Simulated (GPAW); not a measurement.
Sb:

```
CELL_PARAMETERS angstrom
2.15420 1.24373 3.75800
-2.15420 1.24373 3.75800
0.00000 -2.48746 3.75800
ATOMIC_POSITIONS crystal
Sb 0.76651 0.76651 0.76651
Sb 0.23349 0.23349 0.23349
```

Base run:

```yaml
Program: GPAW 26.7.0
Functional: PBE
Potentials_or_basis: GPAW PAW data sets (gpaw-data 1.2.1)
Cutoff: 600 eV
Basis: pw
k_mesh: 8 × 8 × 8
Occupations: fermi-dirac, width 0.05 eV
Spin: no spin polarisation
```

Its results: pressure 2.4 GPa; largest force 0.142 eV/Å.

The run is repeated on the same cell with these changes: functional from PBE to PBEsol; potentials or basis from GPAW PAW data sets (gpaw-data 1.2.1) to PAW data sets generated in the run's folder for this functional. What comes out?

Pressure -0.3 GPa; largest force 0.086 eV/Å.
